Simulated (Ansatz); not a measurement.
# CH4 on Ti (111)

Aim: for Ti, adsorb CH4 from several starts and take the binding apart.

Computed with Ansatz 0.2.0 (DFT PBE+D3(BJ), scalar-relativistic, plane waves, PAW, unless a step's input says otherwise).

2 further runs of the same task are left out: 2 set aside as unsound or not needed.

## (1) Starting point

The structure is trigonal, space group P-3m1 (No. 164). Conventional cell: a = 2.855 Å, b = 2.855 Å, c = 20.662 Å, α = 90.00°, β = 90.00°, γ = 120.00°. Around Ti (site symmetry 3m) lie 9 Ti at 2.79 to 2.86 Å. Ti (site symmetry -3m) has 12 Ti at 2.78 to 2.86 Å in its first shell of neighbours.

Coordinates:

```cif
data_structure
_symmetry_space_group_name_H-M 'P-3m1'
_symmetry_Int_Tables_number 164
_cell_length_a 2.8551
_cell_length_b 2.8551
_cell_length_c 20.6624
_cell_angle_alpha 90.000
_cell_angle_beta 90.000
_cell_angle_gamma 120.000
_cell_volume 145.87
loop_
_atom_site_label
_atom_site_type_symbol
_atom_site_symmetry_multiplicity
_atom_site_Wyckoff_symbol
_atom_site_fract_x
_atom_site_fract_y
_atom_site_fract_z
_atom_site_occupancy
Ti1 Ti 2 d 0.66667 0.33333 0.39137 1
Ti2 Ti 1 b 0.00000 0.00000 0.50000 1
```

Miller indices refer to the conventional cell of the relaxed bulk, Fm-3m (No. 225): a = 4.038 Å, b = 4.038 Å, c = 4.038 Å, α = 90.00°, β = 90.00°, γ = 90.00°.

This (111) slab, 4.7 Å thick as cut, with 16 Å of vacuum, in a 2×2 surface cell; its outer planes are Ti (top) and Ti (bottom), was relaxed beforehand with its lower half held: -29993.6059 eV, work function 4.64 eV.

## (2) CH4, inverted, over a top (Ti) site

input.yaml reads:

```yaml
crystal:
  lattice:
    - [5.7102790035, 0.0, 0.0]
    - [-2.8551395017, 4.9452466797, 0.0]
    - [0.0, 0.0, 24.4375232825]
  atoms:
    - { symbol: Ti, position: [0.3333333333, 0.1666666667, 0.327365417] }
    - { symbol: Ti, position: [0.3333333333, 0.6666666667, 0.327365417] }
    - { symbol: Ti, position: [0.8333333333, 0.1666666667, 0.327365417] }
    - { symbol: Ti, position: [0.8333333333, 0.6666666667, 0.327365417] }
    - { symbol: Ti, position: [0.6666666667, 0.3333333333, 0.4193050168] }
    - { symbol: Ti, position: [0.6666666667, 0.8333333333, 0.4193050168] }
    - { symbol: Ti, position: [0.1666666667, 0.3333333333, 0.4193050168] }
    - { symbol: Ti, position: [0.1666666667, 0.8333333333, 0.4193050168] }
    - { symbol: Ti, position: [0.0, 0.5, 0.5110579917] }
    - { symbol: Ti, position: [0.0, 0.0, 0.5110579917] }
    - { symbol: Ti, position: [0.5, 0.5, 0.5110579917] }
    - { symbol: Ti, position: [0.5, 0.0, 0.5110579917] }
    - { symbol: C, position: [0.458023024, 0.1158248763, 0.6493657883] }
    - { symbol: H, position: [0.5, 0.0, 0.6182701658] }
    - { symbol: H, position: [0.2496018817, 0.079244822, 0.6436859983] }
    - { symbol: H, position: [0.4778090157, 0.0492840113, 0.6909084597] }
    - { symbol: H, position: [0.6046994559, 0.3347439757, 0.6445903453] }
basis:
  ecutwfc: 420
kpoints:
  mp_grid: { grid: [4, 4, 1] }
hamiltonian:
  xc: pbe
  dispersion: d3bj
scf:
  occupations: { method: gaussian, width: 0.1 }
output:
  forces: true
  eigenvalues: true
  write_density: true
  write_potential: true
  elf: true
  volumetric_format: npy
relax:
  adjacent_minimum: "off"
  f_tol: 0.04
  max_steps: 100
  constraints: [{ sites: [0, 1, 2, 3] }]
efield:
  axis: 3
  dipole_correction: true
  ramp_width: 0.04
```

Command:

```
$ ansatz run input.yaml --threads 4 --pin off --max-ram 10240MiB --backend cpu --events-out ev --progress --plain --runs-dir out
```

Further runs follow: CH4, flat, over a bridge (Ti-Ti) site; CH4, tilted, over a hollow (nearest Ti) site; the lowest end once more, with its density; the slab alone, frozen as in the lowest end; the molecules alone, frozen as adsorbed.

What does the calculation give? Wanted: CH4: lowest end; interaction of the frozen parts; electrons moved above the midplane.

**Answer**, as computed:

| quantity | value |
| --- | --- |
| CH4: lowest end | E_ads -0.31 eV, tilted start over hollow Ti-Ti-Ti |
| interaction of the frozen parts | -0.44 eV a cell |
| cost of deforming the slab | 0.09 eV |
| cost of deforming and crowding the molecules | 0.03 eV |
| electrons moved above the midplane | -0.042 |

What this shows: CH4 binds with 0.31 eV a molecule at best, which is physisorption. In all 0.23 electrons are rearranged, and 0.04 cross the midplane towards the slab.
